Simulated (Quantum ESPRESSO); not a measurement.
# HgTe (Coloradoite) (F-43m) in Quantum ESPRESSO: notebook, part 2 of 3

Quantum ESPRESSO 7.5. The steps go on from the part before.

### Step 4. Phonons, PBE

pw.in reads:

```
&CONTROL
  calculation = 'scf'
  prefix = 'pwscf'
  outdir = './tmp'
  pseudo_dir = './pseudo'
  tprnfor = .true.
  tstress = .true.
  disk_io = 'low'
/
&SYSTEM
  ibrav = 0
  nat = 2
  ntyp = 2
  ecutwfc = 60
  ecutrho = 440
  nbnd = 20
  occupations = 'smearing'
  smearing = 'mv'
  degauss = 0.01469973
/
&ELECTRONS
  conv_thr = 4d-10
  electron_maxstep = 120
  mixing_beta = 0.5
/
ATOMIC_SPECIES
Hg   200.5920 Hg_ONCV_PBE-1.0.oncvpsp.upf
Te   127.6000 Te_pbe_v1.uspp.F.UPF
CELL_PARAMETERS angstrom
   0.0000000000    3.2145000000    3.2145000000
   3.2145000000    0.0000000000    3.2145000000
   3.2145000000    3.2145000000    0.0000000000
ATOMIC_POSITIONS crystal
Hg     0.0000000000    0.0000000000    0.0000000000
Te     0.7500000000    0.7500000000    0.7500000000
K_POINTS automatic
6 6 6 0 0 0
```

scf2.in reads:

```
&CONTROL
  calculation = 'scf'
  prefix = 'pwscf'
  outdir = './tmp'
  pseudo_dir = './pseudo'
  tprnfor = .true.
  tstress = .true.
  disk_io = 'low'
/
&SYSTEM
  ibrav = 0
  nat = 2
  ntyp = 2
  ecutwfc = 60
  ecutrho = 440
  nbnd = 20
  occupations = 'smearing'
  smearing = 'mv'
  degauss = 0.01469973
/
&ELECTRONS
  conv_thr = 1d-13
  electron_maxstep = 120
  mixing_beta = 0.5
  startingpot = 'file'
  startingwfc = 'file'
/
ATOMIC_SPECIES
Hg   200.5920 Hg_ONCV_PBE-1.0.oncvpsp.upf
Te   127.6000 Te_pbe_v1.uspp.F.UPF
CELL_PARAMETERS angstrom
   0.0000000000    3.2145000000    3.2145000000
   3.2145000000    0.0000000000    3.2145000000
   3.2145000000    3.2145000000    0.0000000000
ATOMIC_POSITIONS crystal
Hg     0.0000000000    0.0000000000    0.0000000000
Te     0.7500000000    0.7500000000    0.7500000000
K_POINTS automatic
6 6 6 0 0 0
```

ph.in reads:

```
phonons of HgTe
&INPUTPH
  prefix = 'pwscf'
  outdir = './tmp'
  tr2_ph = 1d-18
  fildyn = 'dyn'
  niter_ph = 90
  alpha_mix(1) = 0.4
/
0.0000000000 0.0000000000 0.0000000000
```

dynmat.in reads:

```
&INPUT
  fildyn = 'dyn'
  asr = 'crystal'
  filout = 'dynmat.disp'
  fileig = 'dynmat.eig'
/
```

Potentials or basis: SSSP 1.3 efficiency PBE.

The run is started by

```sh
OMP_NUM_THREADS=1 mpirun -n 4 pw.x -nk 4 -in pw.in > pw.out
OMP_NUM_THREADS=1 mpirun -n 4 pw.x -nk 4 -in scf2.in > scf2.out
OMP_NUM_THREADS=1 mpirun -n 4 ph.x -nk 4 -in ph.in > ph.out
OMP_NUM_THREADS=1 mpirun -n 1 dynmat.x -in dynmat.in > dynmat.out
```

pw.out:

```text
This program is part of the open-source Quantum ESPRESSO suite
     for quantum simulation of materials; please cite
[... 6 lines left out ...]
     using ibrav=0 with symmetry is DISCOURAGED, use correct ibrav instead

     K-points division:     npool     =       4
     Subspace diagonalization in iterative solution of the eigenvalue problem:
     a serial algorithm will be used

     G-vector sticks info
     --------------------
     sticks:   dense  smooth     PW     G-vecs:    dense   smooth      PW
     Sum        2233    1225    361                70049    27989    4477

     Using Slab Decomposition

     bravais-lattice index     =            0
     lattice parameter (alat)  =       8.5907  a.u.
     unit-cell volume          =     448.2981 (a.u.)^3
     number of atoms/cell      =            2
     number of atomic types    =            2
     number of electrons       =        26.00
     number of Kohn-Sham states=           20
     kinetic-energy cutoff     =      60.0000  Ry
     charge density cutoff     =     440.0000  Ry
     scf convergence threshold =      4.0E-10
     mixing beta               =       0.5000
     number of iterations used =            8  plain     mixing
     Exchange-correlation= SLA  PW   PBE  PBE
                           (   1   4   3   4   0   0   0)

     celldm(1)=   8.590675  celldm(2)=   0.000000  celldm(3)=   0.000000
     celldm(4)=   0.000000  celldm(5)=   0.000000  celldm(6)=   0.000000

     crystal axes: (cart. coord. in units of alat)
               a(1) = (   0.000000   0.707107   0.707107 )
               a(2) = (   0.707107   0.000000   0.707107 )
               a(3) = (   0.707107   0.707107   0.000000 )

     reciprocal axes: (cart. coord. in units 2 pi/alat)
               b(1) = ( -0.707107  0.707107  0.707107 )
               b(2) = (  0.707107 -0.707107  0.707107 )
               b(3) = (  0.707107  0.707107 -0.707107 )

     PseudoPot. # 1 for Hg read from file:
     Hg_ONCV_PBE-1.0.oncvpsp.upf
     Pseudo is Norm-conserving, Zval = 20.0
     Generated using ONCVPSP code by D. R. Hamann
     Using radial grid of 1262 points,  8 beta functions with:
                l(1) =   0
                l(2) =   0
                l(3) =   1
                l(4) =   1
                l(5) =   2
                l(6) =   2
                l(7) =   3
                l(8) =   3

     PseudoPot. # 2 for Te read from file:
     Te_pbe_v1.uspp.F.UPF
     Pseudo is Ultrasoft + core correction, Zval =  6.0
     Generated by new atomic code, or converted to UPF format
     Using radial grid of  891 points,  5 beta functions with:
                l(1) =   0
                l(2) =   0
                l(3) =   1
                l(4) =   1
                l(5) =   2
     Q(r) pseudized with  6 coefficients,  rinner =    1.800   1.800   1.800
                                                       1.800   1.800

     atomic species   valence    mass     pseudopotential
     Hg               20.00   200.59200     Hg( 1.00)
     Te                6.00   127.60000     Te( 1.00)

     24 Sym. Ops. (no inversion) found

   Cartesian axes

     site n.     atom                  positions (alat units)
         1        Hg     tau(   1) = (   0.0000000   0.0000000   0.0000000  )
         2        Te     tau(   2) = (   1.0606602   1.0606602   1.0606602  )

     number of k points=    16  Marzari-Vanderbilt smearing, width (Ry)=  0.0147
                       cart. coord. in units 2pi/alat
        k(    1) = (   0.0000000   0.0000000   0.0000000), wk =   0.0092593
        k(    2) = (   0.1178511   0.1178511  -0.1178511), wk =   0.0740741
        k(    3) = (   0.2357023   0.2357023  -0.2357023), wk =   0.0740741
        k(    4) = (  -0.3535534  -0.3535534   0.3535534), wk =   0.0370370
        k(    5) = (   0.2357023   0.0000000  -0.0000000), wk =   0.0555556
        k(    6) = (   0.3535534   0.1178511  -0.1178511), wk =   0.2222222
[... 8 lines left out ...]
        k(   15) = (  -0.1178511  -0.3535534   0.5892557), wk =   0.2222222
        k(   16) = (  -0.7071068   0.2357023   0.0000000), wk =   0.1111111

     Dense  grid:    70049 G-vectors     FFT dimensions: (  60,  60,  60)

     Smooth grid:    27989 G-vectors     FFT dimensions: (  45,  45,  45)

     Initial potential from superposition of free atoms

     starting charge      25.9997, renormalised to      26.0000
     Starting wfcs are   14 randomized atomic wfcs +    6 random wfcs

     Self-consistent Calculation

     iteration #  1     ecut=    60.00 Ry     beta= 0.50
     Davidson diagonalization with overlap
     ethr =  1.00E-02,  avg # of iterations =  6.6

     Threshold (ethr) on eigenvalues was too large:
     Diagonalizing with lowered threshold

     Davidson diagonalization with overlap
     ethr =  2.00E-04,  avg # of iterations =  4.9

     total energy              =    -336.64015788 Ry
     estimated scf accuracy    <       0.05089968 Ry

     iteration #  2     ecut=    60.00 Ry     beta= 0.50
     Davidson diagonalization with overlap
     ethr =  1.96E-04,  avg # of iterations =  2.0
[... 43 lines left out ...]
     total energy              =    -336.65568127 Ry
     estimated scf accuracy    <          1.9E-09 Ry

     iteration #  9     ecut=    60.00 Ry     beta= 0.50
     Davidson diagonalization with overlap
     ethr =  7.22E-12,  avg # of iterations =  3.8

     End of self-consistent calculation

          k = 0.0000 0.0000 0.0000 (  3527 PWs)   bands (ev):

  -107.5486 -55.8812 -55.8812 -55.8812  -4.4914   0.1828   0.1828   0.1828
     0.7312   0.7312   6.9455   7.6127   7.6127   7.6127  11.7821  11.7821
    11.7821  14.2843  17.2599  17.2601

          k = 0.1179 0.1179-0.1179 (  3545 PWs)   bands (ev):

  -107.5486 -55.8812 -55.8812 -55.8812  -4.3539   0.2206   0.2206   0.2398
     0.7295   0.7295   5.2543   7.3127   7.3127   8.4401  11.8778  12.1756
    12.1756  15.5787  16.2503  16.2503

          k = 0.2357 0.2357-0.2357 (  3500 PWs)   bands (ev):

  -107.5486 -55.8814 -55.8812 -55.8812  -4.0579   0.2856   0.2856   0.5373
     0.7428   0.7428   3.2366   6.8143   6.8143   8.4169  12.5840  12.5840
    13.4743  15.3443  16.5712  16.5712

          k =-0.3536-0.3536 0.3536 (  3498 PWs)   bands (ev):

  -107.5486 -55.8814 -55.8812 -55.8812  -3.8985   0.3105   0.3105   0.7606
     0.7606   1.0562   2.0214   6.5952   6.5952   8.3102  12.6074  12.6074
    14.5445  15.6421  17.8033  17.8033

          k = 0.2357 0.0000-0.0000 (  3543 PWs)   bands (ev):

  -107.5486 -55.8812 -55.8812 -55.8812  -4.3074   0.2049   0.2595   0.2595
     0.7058   0.7511   5.1937   6.8503   6.8503   9.1954  10.8362  12.8335
    12.8335  14.8893  16.3302  17.3793

          k = 0.3536 0.1179-0.1179 (  3528 PWs)   bands (ev):

  -107.5486 -55.8813 -55.8812 -55.8812  -4.0611   0.2775   0.3358   0.4164
     0.7236   0.7678   3.7218   6.1715   6.3362   9.5282  11.2441  13.1468
    13.4878  15.4437  17.2025  17.4025

          k =-0.2357-0.4714 0.4714 (  3521 PWs)   bands (ev):

  -107.5486 -55.8814 -55.8813 -55.8812  -3.8494   0.3281   0.3679   0.6784
     0.7672   1.0160   2.2942   5.5543   6.2167   9.4513  12.0010  13.3596
    14.0079  16.3467  17.4541  17.9136

          k =-0.1179-0.3536 0.3536 (  3521 PWs)   bands (ev):

  -107.5486 -55.8814 -55.8813 -55.8812  -3.9032   0.3319   0.3385   0.6849
     0.7284   0.8525   2.6950   5.4166   6.5804   9.4422  12.2839  13.0023
    13.6988  16.1863  16.6788  17.9253

          k = 0.0000-0.2357 0.2357 (  3521 PWs)   bands (ev):

  -107.5486 -55.8813 -55.8812 -55.8812  -4.1611   0.2649   0.2864   0.3560
     0.7105   0.7579   4.1803   6.0596   7.1472   9.2306  11.9455  12.4347
    12.8266  15.4856  16.6990  17.0156

          k = 0.4714 0.0000-0.0000 (  3519 PWs)   bands (ev):

  -107.5486 -55.8814 -55.8813 -55.8813  -3.9073   0.3158   0.4370   0.4370
     0.7724   0.7912   3.2915   5.7440   5.7440   9.5417  10.4024  14.7140
    14.9160  14.9160  17.6823  19.5069

          k =-0.1179-0.5893 0.5893 (  3497 PWs)   bands (ev):

  -107.5486 -55.8814 -55.8813 -55.8813  -3.7452   0.3697   0.4853   0.5466
     0.7901   1.0834   2.3796   5.0188   5.5695   9.7546  10.9101  14.3316
    15.1189  16.5679  18.1037  19.1213

          k =-0.0000-0.4714 0.4714 (  3498 PWs)   bands (ev):

  -107.5486 -55.8814 -55.8813 -55.8813  -3.7447   0.3706   0.4403   0.6719
     0.7482   1.1910   2.1998   4.5669   5.9459   9.9054  12.1193  14.2056
    14.5667  15.0541  16.7418  19.6223

          k =-0.7071 0.0000 0.0000 (  3490 PWs)   bands (ev):

  -107.5486 -55.8814 -55.8813 -55.8813  -3.6898   0.3579   0.5417   0.5417
     0.8114   1.2109   2.0896   5.2781   5.2781   9.4778  10.0462  15.8869
    16.6524  16.6524  17.8841  19.2196

          k =-0.2357-0.4714 0.7071 (  3513 PWs)   bands (ev):

  -107.5486 -55.8814 -55.8813 -55.8812  -3.8528   0.3599   0.3901   0.5695
     0.7650   0.8822   2.8481   5.1193   5.9766  10.1418  11.5355  12.6989
    14.8841  15.6786  18.0902  18.8659

          k =-0.1179-0.3536 0.5893 (  3534 PWs)   bands (ev):

  -107.5486 -55.8814 -55.8813 -55.8813  -3.7447   0.3860   0.4244   0.6817
     0.7289   1.2178   2.1549   4.7852   5.6529  10.3423  12.0581  12.9940
    14.8325  15.5625  18.1088  18.7883

          k =-0.7071 0.2357 0.0000 (  3506 PWs)   bands (ev):

  -107.5486 -55.8814 -55.8813 -55.8813  -3.6910   0.4059   0.4812   0.6081
     0.7596   1.3483   2.0151   4.9610   5.0632  10.3628  11.2567  14.1297
    14.2753  17.2262  18.6164  18.9347

     the Fermi energy is     7.5356 ev

!    total energy              =    -336.65568128 Ry
     estimated scf accuracy    <          6.4E-11 Ry
     smearing contrib. (-TS)   =       0.00042340 Ry
     internal energy E=F+TS    =    -336.65610468 Ry

     The total energy is F=E-TS. E is the sum of the following terms:
     one-electron contribution =    -231.48670356 Ry
     hartree contribution      =     117.17311181 Ry
     xc contribution           =     -41.96094963 Ry
     ewald contribution        =    -180.38156329 Ry

     convergence has been achieved in   9 iterations

     Forces acting on atoms (cartesian axes, Ry/au):

     atom    1 type  1   force =    -0.00000000    0.00000000    0.00000000
     atom    2 type  2   force =    -0.00000000    0.00000000    0.00000000

     Total force =     0.000000     Total SCF correction =     0.000000

     Computing stress (Cartesian axis) and pressure

          total   stress  (Ry/bohr**3)                   (kbar)     P=       47.21
   0.00032092  -0.00000000  -0.00000000           47.21       -0.00       -0.00
  -0.00000000   0.00032092  -0.00000000           -0.00       47.21       -0.00
  -0.00000000  -0.00000000   0.00032092           -0.00       -0.00       47.21

=------------------------------------------------------------------------------=
   JOB DONE.
=------------------------------------------------------------------------------=
```

It took 7.7 min on 4 MPI ranks of Intel Xeon at 2.50GHz (Skylake/Cascade Lake), shared host; peak memory 0.88 GiB.

What came out:

| Item | Value |
| --- | --- |
| Free energy | -4580.4339 eV |
| Pressure after relaxing | 4.7 GPa |
| Band gap on the k mesh | none (metal or under the smearing width) |
| Highest phonon frequency at Γ | 125 cm⁻¹ |

Levels at points of the mesh, in eV from the Fermi level:
| k point | band 11 | band 12 | band 13 | band 14 | band 15 | band 16 |
| --- | --- | --- | --- | --- | --- | --- |
| (0.00, 0.00, 0.00) | -0.59 | 0.08 | 0.08 | 0.08 | 4.25 | 4.25 |
| (0.00, 0.00, -0.50) | -5.51 | -0.94 | -0.94 | 0.77 | 5.07 | 5.07 |
| (0.00, -0.50, -0.50) | -5.45 | -2.26 | -2.26 | 1.94 | 2.51 | 8.35 |

Phonon frequencies in cm⁻¹ (negative: imaginary):
```csv
q point,frequencies
"(0.000, 0.000, 0.000)",-1 -1 -1 125 125 125
```

Optical modes at Γ, degenerate ones joined:
```csv
cm⁻¹,components,symmetry,active in
125,3,T2,IR and Raman
```

Caveat: the mesh is thin for the phonons of a metal; the cell is more than 3 GPa from zero pressure, which shifts response properties. The run has no spin-orbit coupling, so splittings on Hg, Te are missing.

[end of part 2 of 3]
